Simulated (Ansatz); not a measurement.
# SnO2 (Pnnm) in Ansatz: notebook

One crystal, SnO2, is run at these levels: PBE+D3(BJ), PBE+D4; tasks: relaxation of cell and atoms.

Everything below comes from runs of Ansatz 0.2.0. Logs are shortened: lines on timing, memory, paths and dates and some standing lists are left out, and cuts for length are marked.

### 1 The crystal as given

It takes space group Pnnm (No. 58, orthorhombic). Conventional cell: a = 4.788 Å, b = 4.867 Å, c = 3.241 Å, α = 90.00°, β = 90.00°, γ = 90.00°. Sn (site symmetry 2/m) is surrounded by 6 O at 2.09 to 2.10 Å. O (site symmetry m) has 3 Sn at 2.09 to 2.10 Å as nearest neighbours.

The cell is a database's computed one.

### 2 Relaxation of cell and atoms, PBE+D3(BJ)

File input.yaml:

```yaml
crystal:
  lattice:
    - [4.788004, 0.0, 0.0]
    - [0.0, 4.866582, 0.0]
    - [0.0, 0.0, 3.240898]
  atoms:
    - { symbol: Sn, position: [0.0, 0.0, 0.0] }
    - { symbol: Sn, position: [0.5, 0.5, 0.5] }
    - { symbol: O, position: [0.708145, 0.678958, 0.0] }
    - { symbol: O, position: [0.208145, 0.821042, 0.5] }
    - { symbol: O, position: [0.791855, 0.178958, 0.5] }
    - { symbol: O, position: [0.291855, 0.321042, 0.0] }
hamiltonian:
  xc: pbe
  pseudopotentials: { kind: paw }
  dispersion: d3bj
kpoints:
  mp_grid: { grid: [6, 6, 8] }
scf:
  occupations: { method: fermi_dirac, width: 0.05 }
output:
  forces: true
  stress: true
  eigenvalues: true
  write_density: true
  write_potential: true
  elf: true
  volumetric_format: npy
relax:
  f_tol: 0.01
  max_steps: 40
  cell: { stress_tol: 0.05 }
```

Potentials or basis: Ansatz PAW.

The run is started by

```console
$ ansatz run input.yaml --threads 2 --pin off --max-ram 5632MiB --backend cpu --events-out ev --progress --plain --runs-dir out
```

Output:

```text
Warning: RAYON_NUM_THREADS=2 ignored (pool sized by the plan → 2); use --threads N
Engine: ansatz 0.2.0, x86_64-unknown-linux-gnu
Pseudopotentials: kind: paw
Pseudopotential: Sn, paw, valence charge 14, recommended cutoff 420 eV (normal), Sn.paw.azcp
Pseudopotential: O, paw, valence charge 6, recommended cutoff 420 eV (normal), O.paw.azcp
Functional definition: PBE
  parameter kappa = 0.804
  parameter beta = 0.06672455060314922
  exchange = pbe_x(kappa = kappa, mu = beta*pi^2/3)
  correlation = pbe_c(beta = beta)
Crystal: 6 atoms, lattice volume = 75.517 Å³
Basis set: ecut = 420 eV, 1479 PW (Γ), exchange–correlation on 72×72×48 points (8 copies of the dense FFT grid, shifted against one another)
Bands: 32, of which v1, the nominal top of the filled ones, is band 26 counted from 1 (25 counted from 0)
Symmetry: 8 space group operations
Space group: Pnnm (ITA 58), of the structure as read, at distance tolerance 4.2e-5 Å
k-points: 80 of 288
Non-local potential: Sn, projectors of the file, l = 0: 2, l = 1: 2, l = 2: 2, l = 3: 2
Non-local potential: O, projectors of the file, l = 0: 2, l = 1: 2, l = 2: 1
PAW form: soft (Blöchl's): semilocal exchange-correlation on the pseudo side does not see the compensation charge
PAW one-centre angular grid: Sn, 590 points (default); XC on 64 Gauss nodes
PAW one-centre angular grid: O, 110 points (default); XC on 64 Gauss nodes
Initial density: superposition of atomic densities (neutral atoms: chi_scale 0, normalization atom), corrected by the library's trained network
Initial wavefunctions: pseudopotential atomic-orbital guess
Functional: x = pbe(κ = 0.804, μ = 0.2195149727645171), c = pbe(β = 0.06672455060314922)
SCF iter   1: F=—  HF=-14319.220507 eV  |F-HF|=—  |Δ(HF+E_count)|=         —  Δρ=1.35e-3  dr2=6.29e-4  ethr=1.77e-3  ⟨swp⟩=6.0  Hψ=11264  notcnv=0  defer=10
preconditioner: auto → Resta (q_TF=auto, 2.564 Å⁻¹)  ε∞=3.6  [insulator: Δε(μ)=0.810 eV  Ē_g=19.221 eV  σ=0.050 eV  W_gap=1.00  n_scr=18 (ndim 8)  ℏωp=30.8 eV  f_vac=0.031  D(μ)=0.00/eV (n_scr^D=0)  ε∞_Penn≈3.6]
SCF iter   2: F=—  HF=-14319.222387 eV  |F-HF|=—  |Δ(HF+E_count)|=   1.88e-3  Δρ=6.42e-4  dr2=1.23e-4  ethr=1.21e-6  ⟨swp⟩=2.2  Hψ=5326  notcnv=0  defer=17
SCF iter   3: F=—  HF=-14319.222646 eV  |F-HF|=—  |Δ(HF+E_count)|=   2.59e-4  Δρ=2.67e-4  dr2=3.38e-5  ethr=2.37e-7  ⟨swp⟩=3.0  Hψ=4702  notcnv=0  defer=17
SCF iter   4: F=—  HF=-14319.222702 eV  |F-HF|=—  |Δ(HF+E_count)|=   5.61e-5  Δρ=4.43e-5  dr2=1.32e-6  ethr=6.50e-8  ⟨swp⟩=2.0  Hψ=3442  notcnv=0  defer=17
iter 5 did not close the SCF: its close was put off for the readings that it lacked (scf_convergence_deferred on its scf_iter line)
SCF iter   5: F=-14319.222704 eV  HF=-14319.222704 eV  |F-HF|=1.03e-7  |Δ(HF+E_count)|=   1.82e-6  Δρ=1.36e-5  dr2=8.88e-8  ethr=2.54e-9  ⟨swp⟩=2.1  Hψ=3837  notcnv=0  defer=17
SCF iter   6: F=-14319.222704 eV  HF=-14319.222704 eV  |F-HF|=5.47e-9  |Δ(HF+E_count)|=   1.25e-7  Δρ=4.08e-6  dr2=8.02e-9  ethr=1.71e-10  ⟨swp⟩=10.2  Hψ=18395  notcnv=0
SCF 1 converged in 6 iterations: F = -14319.222704 eV  dr2 = 8.02e-9
relax step   1: F+E_penalty+E_count = -14319.22270430 eV  Δ(F+E_penalty+E_count) = +0.000e0 eV  max|allowed force component| = 5.592e-2 eV/Å  Δτ_max = 0.0000 Å  P = -3.340 GPa  Ω = 75.517 Å³  (6 SCF iters, dr2 threshold 1.00e-7 eV, accepted)
Crystal: 6 atoms, lattice volume = 74.222 Å³
Basis set: ecut = 420 eV, 1453 PW (Γ), exchange–correlation on 72×72×48 points (8 copies of the dense FFT grid, shifted against one another)
Initial density: handed on by an earlier stage of this run
Initial wavefunctions: those handed on with the density
iter 1 solved again at ethr=1.44e-5 eV; its pass at ethr=3.10e-3 eV (dr2=7.47e-3 eV) is discarded
SCF iter   1: F=—  HF=-14319.248439 eV  |F-HF|=—  |Δ(HF+E_count)|=         —  Δρ=4.19e-3  dr2=7.84e-3  ethr=1.44e-5  ⟨swp⟩=1.3  Hψ=13390  notcnv=0
preconditioner: auto → Resta (q_TF=auto, 2.571 Å⁻¹)  ε∞=3.6  [insulator: Δε(μ)=0.950 eV  Ē_g=19.396 eV  σ=0.050 eV  W_gap=1.00  n_scr=18 (ndim 8)  ℏωp=31.1 eV  f_vac=0.026  D(μ)=0.00/eV (n_scr^D=0)  ε∞_Penn≈3.6]
SCF iter   2: F=—  HF=-14319.246523 eV  |F-HF|=—  |Δ(HF+E_count)|=   1.92e-3  Δρ=1.58e-3  dr2=8.16e-4  ethr=1.44e-5  ⟨swp⟩=2.0  Hψ=3518  notcnv=0
SCF iter   3: F=—  HF=-14319.246469 eV  |F-HF|=—  |Δ(HF+E_count)|=   5.41e-5  Δρ=6.96e-4  dr2=2.21e-4  ethr=1.57e-6  ⟨swp⟩=2.0  Hψ=3668  notcnv=0
SCF iter   4: F=—  HF=-14319.246473 eV  |F-HF|=—  |Δ(HF+E_count)|=   4.46e-6  Δρ=9.63e-5  dr2=8.41e-6  ethr=4.25e-7  ⟨swp⟩=2.6  Hψ=3802  notcnv=0
SCF iter   5: F=—  HF=-14319.246478 eV  |F-HF|=—  |Δ(HF+E_count)|=   4.68e-6  Δρ=3.81e-5  dr2=6.52e-7  ethr=1.62e-8  ⟨swp⟩=2.8  Hψ=4479  notcnv=0
SCF iter   6: F=-14319.246479 eV  HF=-14319.246479 eV  |F-HF|=2.17e-8  |Δ(HF+E_count)|=   8.60e-7  Δρ=4.69e-6  dr2=1.44e-8  ethr=1.15e-9  ⟨swp⟩=10.3  Hψ=18418  notcnv=0
SCF 2 converged in 6 iterations: F = -14319.246479 eV  dr2 = 1.44e-8
[... 48 lines left out ...]
basis re-selected at this cell: Δ(F+E_penalty+E_count) = +5.592e-3 eV, ΔP = -0.123 GPa vs the last step (what re-selecting the basis moved, of the pressure what is left beyond the Pulay correction that the steps carried, after the strain that the cell walked since its last selection, with what the two solves' SCF thresholds leave and, on support functions, any second-order correction that the steps lacked; it is no measure of the basis error at this ecutwfc). This SCF's stress stands 2.25e-1 GPa from its target on what of the cell is left free (relax.cell.stress_tol is 5.00e-2 GPa) and its largest allowed force component is 3.49e-3 eV/Å (relax.f_tol is 1.00e-2 eV/Å): not within both, so this SCF does not close the relaxation
Crystal: 6 atoms, lattice volume = 74.227 Å³
iter 1 solved again at ethr=1.35e-7 eV; its pass at ethr=3.10e-3 eV (dr2=7.02e-5 eV) is discarded
SCF iter   1: F=—  HF=-14319.248265 eV  |F-HF|=—  |Δ(HF+E_count)|=         —  Δρ=6.34e-4  dr2=7.44e-5  ethr=1.35e-7  ⟨swp⟩=2.5  Hψ=12573  notcnv=0
preconditioner: auto → Resta (q_TF=auto, 2.571 Å⁻¹)  ε∞=3.6  [insulator: Δε(μ)=0.837 eV  Ē_g=19.400 eV  σ=0.050 eV  W_gap=1.00  n_scr=18 (ndim 8)  ℏωp=31.1 eV  f_vac=0.032  D(μ)=0.00/eV (n_scr^D=0)  ε∞_Penn≈3.6]
SCF iter   2: F=—  HF=-14319.248226 eV  |F-HF|=—  |Δ(HF+E_count)|=   3.89e-5  Δρ=3.21e-4  dr2=2.19e-5  ethr=1.35e-7  ⟨swp⟩=1.0  Hψ=2560  notcnv=0
SCF iter   3: F=—  HF=-14319.248227 eV  |F-HF|=—  |Δ(HF+E_count)|=   8.04e-7  Δρ=7.48e-5  dr2=3.27e-6  ethr=4.21e-8  ⟨swp⟩=2.5  Hψ=3726  notcnv=0
SCF iter   4: F=—  HF=-14319.248227 eV  |F-HF|=—  |Δ(HF+E_count)|=   5.71e-7  Δρ=1.88e-5  dr2=1.69e-7  ethr=6.29e-9  ⟨swp⟩=2.0  Hψ=3522  notcnv=0
SCF iter   5: F=-14319.248227 eV  HF=-14319.248227 eV  |F-HF|=1.25e-8  |Δ(HF+E_count)|=   1.30e-7  Δρ=4.53e-6  dr2=8.90e-9  ethr=2.42e-10  ⟨swp⟩=8.6  Hψ=15513  notcnv=0
SCF 7 converged in 5 iterations: F = -14319.248227 eV  dr2 = 8.90e-9
relax step   7: F+E_penalty+E_count = -14319.24822683 eV  Δ(F+E_penalty+E_count) = -3.591e-4 eV  max|allowed force component| = 2.818e-4 eV/Å  Δτ_max = 0.0033 Å  P = -0.006 GPa  Ω = 74.227 Å³  energy of the carried Pulay correction = +2.856e-4 eV  (5 SCF iters, dr2 threshold 1.26e-7 eV, accepted)
iter 1 solved again at ethr=1.97e-8 eV; its pass at ethr=3.10e-3 eV (dr2=1.03e-5 eV) is discarded
SCF iter   1: F=—  HF=-14319.247968 eV  |F-HF|=—  |Δ(HF+E_count)|=         —  Δρ=1.22e-5  dr2=2.12e-8  ethr=1.97e-8  ⟨swp⟩=3.7  Hψ=18818  notcnv=0
preconditioner: auto → Resta (q_TF=auto, 2.571 Å⁻¹)  ε∞=3.6  [insulator: Δε(μ)=0.836 eV  Ē_g=19.400 eV  σ=0.050 eV  W_gap=1.00  n_scr=18 (ndim 8)  ℏωp=31.1 eV  f_vac=0.032  D(μ)=0.00/eV (n_scr^D=0)  ε∞_Penn≈3.6]
SCF iter   2: F=—  HF=-14319.247932 eV  |F-HF|=—  |Δ(HF+E_count)|=   3.58e-5  Δρ=6.35e-6  dr2=7.56e-9  ethr=4.07e-11  ⟨swp⟩=2.9  Hψ=5115  notcnv=0
SCF iter   3: F=—  HF=-14319.247932 eV  |F-HF|=—  |Δ(HF+E_count)|=   1.89e-8  Δρ=1.99e-6  dr2=1.92e-9  ethr=1.45e-11  ⟨swp⟩=2.0  Hψ=3707  notcnv=0
SCF iter   4: F=—  HF=-14319.247932 eV  |F-HF|=—  |Δ(HF+E_count)|=  9.46e-10  Δρ=5.27e-7  dr2=1.57e-10  ethr=3.70e-12  ⟨swp⟩=2.0  Hψ=3521  notcnv=0
SCF iter   5: F=-14319.247932 eV  HF=-14319.247932 eV  |F-HF|=1.82e-11  |Δ(HF+E_count)|=  2.22e-10  Δρ=1.12e-7  dr2=7.30e-12  ethr=1.00e-12  ⟨swp⟩=7.3  Hψ=12659  notcnv=0
SCF 8 converged in 5 iterations: F = -14319.247932 eV  dr2 = 7.30e-12
relax step   8: F+E_penalty+E_count = -14319.24793178 eV  Δ(F+E_penalty+E_count) = +2.950e-4 eV  max|allowed force component| = 2.473e-4 eV/Å  Δτ_max = 0.0000 Å  P = -0.009 GPa  Ω = 74.227 Å³  stress off target by 2.48e-2 GPa  SCF on the basis re-selected at this cell (its energy is not comparable with the rows above)  (5 SCF iters)
basis re-selected at this cell: Δ(F+E_penalty+E_count) = +2.950e-4 eV, ΔP = -0.003 GPa vs the last step (what re-selecting the basis moved, of the pressure what is left beyond the Pulay correction that the steps carried, after the strain that the cell walked since its last selection, with what the two solves' SCF thresholds leave and, on support functions, any second-order correction that the steps lacked; it is no measure of the basis error at this ecutwfc). This SCF's stress stands 2.48e-2 GPa from its target on what of the cell is left free (relax.cell.stress_tol is 5.00e-2 GPa) and its largest allowed force component is 2.47e-4 eV/Å (relax.f_tol is 1.00e-2 eV/Å): within both
SCF converged after 5 iterations
Free energy (F): -14319.247932 eV
Harris-Foulkes:  -14319.247932 eV  (|F-HF|=1.82e-11)
Internal energy: -14319.247930 eV  (E = F + TS)
E sigma→0 (E₀):  -14319.247931 eV
Entropy (-TS):   -0.000002 eV (-0.000 meV/atom)
Fermi energy:    9.414690 eV
--- Per-component energies (eV) ---
  E_band       = -142.390296
  E_kinetic    = 1080.035961
  E_local      = -2927.310707  (includes V_loc(G=0)·N_el)
  E_nonlocal   = 134.129828
  E_hartree    = 1511.563333
  E_xc         = -1053.715006
  E_vxc        = -562.328011  (∫ρ·V_xc dr)
  E_paw        = -8928.963982  (= ΣΔE_a)
  E_vpaw       = -890.053917  (= ΣTr[D̂ρ^β])
  E_aug_tail   = 0.009949  (compensation charges beyond the density's cutoff)
  E_ewald      = -4133.707632
  E_disp       = -1.289673  (pairwise vdW)
  E_smearing   = -0.000002  (= −TS)
  E_closure    = 0.000000  (closes the sum)
  Σ components = -14319.247932   (vs F -14319.247932, Δ=0.00e0)
--- Forces (eV/Å), atoms counted from 1 ---
  atom   1  Sn    -0.00000000    -0.00000000     0.00000000
  atom   2  Sn     0.00000000     0.00000000     0.00000000
  atom   3  O     -0.00024730     0.00011215     0.00000000
  atom   4  O     -0.00024730    -0.00011215     0.00000000
  atom   5  O      0.00024730     0.00011215     0.00000000
  atom   6  O      0.00024730    -0.00011215     0.00000000
  max |Σ_I F_I| component: 0.00e0 eV/Å
--- Stress (GPa, compression-positive) ---
       -0.001012       0.000000       0.000000
        0.000000      -0.024751       0.000000
        0.000000       0.000000      -0.001938
  P = ⅓ Tr σ = -0.0092 GPa (-0.092 kbar)
--- Band table (eV; the first three rows and the last of 80) ---
  k-point 0: bands = ["-12.0780", "-11.3734", "-11.1646", "-11.1387", "-11.1386", "-11.0694", "-11.0318", "-10.9570", "-10.9252", "-10.9251", "-9.7562", "-8.0022", "-8.0016", "-6.3815", "0.9655", "5.0436", "5.0474", "5.1447", "6.0173", "7.0075", "7.0405", "7.7299", "7.7305", "8.2379", "8.2395", "8.9837", "9.8199", "14.8165", "15.1185", "15.1215", "19.2034", "19.2839"]
  k-point 1: bands = ["-12.0111", "-11.3011", "-11.2650", "-11.2649", "-11.1398", "-11.0803", "-11.0265", "-10.9575", "-10.9428", "-10.9428", "-9.6703", "-7.7887", "-7.7881", "-6.4901", "0.9629", "5.0155", "5.1791", "5.1826", "5.9918", "6.1170", "6.9120", "7.1886", "7.1890", "8.2619", "8.2634", "8.8610", "10.8159", "15.1029", "15.7479", "15.7510", "18.2391", "20.2209"]
  k-point 2: bands = ["-11.8358", "-11.5298", "-11.5298", "-11.1928", "-11.0733", "-11.0699", "-11.0125", "-10.9769", "-10.9769", "-10.9598", "-9.3815", "-7.3101", "-7.3096", "-6.8301", "1.0094", "4.4098", "4.8393", "5.5010", "5.5025", "6.2222", "6.2236", "6.4076", "6.4638", "8.1639", "8.1656", "8.5144", "12.4075", "15.5114", "17.1406", "17.1434", "17.6322", "20.4619"]
  k-point 79: bands = ["-11.8473", "-11.8473", "-11.4255", "-11.4255", "-11.0232", "-11.0232", "-10.9725", "-10.9725", "-10.9324", "-10.9324", "-7.9720", "-7.9720", "-6.7467", "-6.7467", "1.1722", "1.1722", "4.1428", "4.1428", "6.4571", "6.4571", "6.5872", "6.5872", "8.0610", "8.0610", "8.1930", "8.1930", "13.4904", "13.4904", "17.7136", "17.7136", "19.6737", "19.6737"]
--- Relaxed structure (6 steps of the walk, 6 accepted, 2 SCFs on fresh bases) ---
  F+E_penalty+E_count = -14319.24793178 eV   max|allowed force component| = 2.473e-4 eV/Å   (the final SCF, on the basis selected at the relaxed cell)
  cell:  # Å, volume = 74.2273 Å³
    - [4.792824995558673, 0.0, 0.0]
    - [0.0, 4.794996383282072, 0.0]
    - [0.0, 0.0, 3.2298611715928636]
  atoms:
    - { symbol: Sn, position: [1.207687292364283e-19, -3.564562306721241e-19, 0.0] }
    - { symbol: Sn, position: [0.49999999999999994, 0.49999999999999994, 0.49999999999999994] }
    - { symbol: O, position: [0.6939343551954873, 0.6936408638381648, 0.0] }
    - { symbol: O, position: [0.19393435519548727, 0.8063591361618352, 0.49999999999999994] }
    - { symbol: O, position: [0.8060656448045128, 0.19364086383816492, 0.49999999999999994] }
    - { symbol: O, position: [0.3060656448045128, 0.30635913616183513, 0.0] }
```

It took 47 s on 2 threads of Intel Xeon at 2.70GHz, shared host; peak memory 0.49 GiB.

What came out:

```yaml
Free_energy: -14319.2479 eV
Relaxed_volume: 12.37 Å³/atom
Relaxed_cell: a = 4.793 Å, b = 4.795 Å, c = 3.230 Å, α = 90.00°, β = 90.00°, γ = 90.00°
Space_group_after_relaxing_to_0.05_Å: P4_2/mnm (No. 136)
Energy_gained_by_relaxing: 4.2 meV/atom
Ionic_steps: 8
Pressure_after_relaxing: 0.0 GPa
Band_gap_on_the_k_mesh: 0.84 eV, direct
```

Step by step:
| step | energy change (eV) | largest force (eV/Å) | volume (Å³) |
| --- | --- | --- | --- |
| 1 | 0.0000 | 0.0698 | 75.52 |
| 2 | -0.0238 | 0.0636 | 74.22 |
| 3 | -0.0281 | 0.0278 | 74.19 |
| 4 | -0.0307 | 0.0063 | 74.28 |
| 5 | -0.0308 | 0.0039 | 74.28 |
| 6 | -0.0252 | 0.0043 | 74.28 |
| 7 | -0.0255 | 0.0003 | 74.23 |
| 8 | -0.0252 | 0.0003 | 74.23 |

Final structure:
```cif
data_structure
_symmetry_space_group_name_H-M 'P 1'
_symmetry_Int_Tables_number 1
_cell_length_a 4.7928
_cell_length_b 4.7950
_cell_length_c 3.2299
_cell_angle_alpha 90.000
_cell_angle_beta 90.000
_cell_angle_gamma 90.000
_cell_volume 74.23
loop_
_atom_site_label
_atom_site_type_symbol
_atom_site_fract_x
_atom_site_fract_y
_atom_site_fract_z
_atom_site_occupancy
Sn1 Sn 0.00000 0.00000 0.00000 1
Sn2 Sn 0.50000 0.50000 0.50000 1
O1 O 0.69393 0.69364 0.00000 1
O2 O 0.19393 0.80636 0.50000 1
O3 O 0.80607 0.19364 0.50000 1
O4 O 0.30607 0.30636 0.00000 1
```

Levels at points of the mesh, in eV from the valence-band top:
```tsv
k point	band 22	band 23	band 24	band 25	band 26	band 27	band 28	band 29	band 30	band 31
(0.00, 0.00, 0.00)	-1.25	-1.25	-0.75	-0.74	0.00	0.84	5.83	6.13	6.14	10.22
(0.00, 0.00, -0.50)	-2.59	-1.57	-1.57	-1.20	-1.20	5.77	5.77	9.50	9.50	10.40
(0.00, -0.50, 0.00)	-1.92	-1.20	-1.20	-0.61	-0.61	4.05	4.05	6.89	6.89	10.62
(0.00, -0.50, -0.50)	-1.68	-1.04	-1.04	-0.73	-0.73	6.04	6.04	7.77	7.77	10.70
(-0.50, 0.00, 0.00)	-1.92	-1.20	-1.20	-0.61	-0.61	4.05	4.05	6.89	6.89	10.62
(-0.50, 0.00, -0.50)	-1.68	-1.04	-1.04	-0.73	-0.73	6.04	6.04	7.78	7.78	10.69
(-0.50, -0.50, 0.00)	-1.91	-1.33	-1.33	-0.86	-0.86	4.45	4.45	7.27	7.27	10.69
(-0.50, -0.50, -0.50)	-2.40	-0.92	-0.92	-0.79	-0.79	4.51	4.51	8.73	8.73	10.69
```

Caveat: the plane-wave basis is chosen anew once the cell has moved, so the energies of steps on either side of that aren't comparable; the pressure holds a Pulay correction of +0.8 GPa for the finite cutoff; spin-orbit coupling is left out, which moves the levels of the heavy elements.

### 3 Relaxation of cell and atoms, PBE+D4

Changes to input.yaml since step 2:

```diff
@@ -15,3 +15,3 @@
   pseudopotentials: { kind: paw }
-  dispersion: d3bj
+  dispersion: d4
 kpoints:
```

Potentials or basis: Ansatz PAW.

The run is started by

```console
$ ansatz run input.yaml --threads 2 --pin off --max-ram 5632MiB --backend cpu --events-out ev --progress --plain --runs-dir out
```

It took 57 s on 2 threads of Intel Xeon at 2.70GHz, shared host; peak memory 0.5 GiB.

Results (log left out):

| Item | Value |
| --- | --- |
| Free energy | -14319.5218 eV |
| Relaxed volume | 12.34 Å³/atom |
| Relaxed cell | a = 4.787 Å, b = 4.790 Å, c = 3.229 Å, α = 90.00°, β = 90.00°, γ = 90.00° |
| Space group after relaxing (to 0.05 Å) | P4_2/mnm (No. 136) |
| Energy gained by relaxing | 4.9 meV/atom |
| Ionic steps | 8 |
| Pressure after relaxing | 0.0 GPa |
| Band gap on the k mesh | 0.86 eV, direct |

Step by step:
| step | energy change (eV) | largest force (eV/Å) | volume (Å³) |
| --- | --- | --- | --- |
| 1 | 0.0000 | 0.0710 | 75.52 |
| 2 | -0.0289 | 0.0695 | 74.03 |
| 3 | -0.0328 | 0.0299 | 73.99 |
| 4 | -0.0358 | 0.0074 | 74.08 |
| 5 | -0.0359 | 0.0043 | 74.09 |
| 6 | -0.0295 | 0.0048 | 74.09 |
| 7 | -0.0299 | 0.0005 | 74.03 |
| 8 | -0.0296 | 0.0005 | 74.03 |

Final structure:
```
CELL_PARAMETERS angstrom
4.78737 0.00000 0.00000
0.00000 4.78961 0.00000
0.00000 0.00000 3.22852
ATOMIC_POSITIONS crystal
Sn 0.00000 0.00000 0.00000
Sn 0.50000 0.50000 0.50000
O 0.69401 0.69365 0.00000
O 0.19401 0.80635 0.50000
O 0.80599 0.19365 0.50000
O 0.30599 0.30635 0.00000
```

Levels at points of the mesh, in eV from the valence-band top:
```csv
k point,band 22,band 23,band 24,band 25,band 26,band 27,band 28,band 29,band 30,band 31
"(0.00, 0.00, 0.00)",-1.25,-1.25,-0.75,-0.75,0.00,0.86,5.85,6.14,6.15,10.23
"(0.00, 0.00, -0.50)",-2.59,-1.57,-1.57,-1.20,-1.20,5.80,5.80,9.52,9.52,10.41
"(0.00, -0.50, 0.00)",-1.92,-1.20,-1.20,-0.61,-0.61,4.08,4.08,6.91,6.91,10.65
"(0.00, -0.50, -0.50)",-1.68,-1.04,-1.04,-0.72,-0.72,6.07,6.07,7.80,7.80,10.72
"(-0.50, 0.00, 0.00)",-1.92,-1.20,-1.20,-0.61,-0.61,4.08,4.08,6.90,6.90,10.66
"(-0.50, 0.00, -0.50)",-1.69,-1.04,-1.04,-0.72,-0.72,6.07,6.07,7.80,7.80,10.71
"(-0.50, -0.50, 0.00)",-1.92,-1.33,-1.33,-0.86,-0.86,4.48,4.48,7.28,7.28,10.72
"(-0.50, -0.50, -0.50)",-2.39,-0.92,-0.92,-0.79,-0.79,4.53,4.53,8.75,8.75,10.71
```

Caveat: the plane-wave basis is chosen anew once the cell has moved, so the energies of steps on either side of that aren't comparable; the pressure holds a Pulay correction of +0.8 GPa for the finite cutoff; spin-orbit coupling is left out, which moves the levels of the heavy elements.
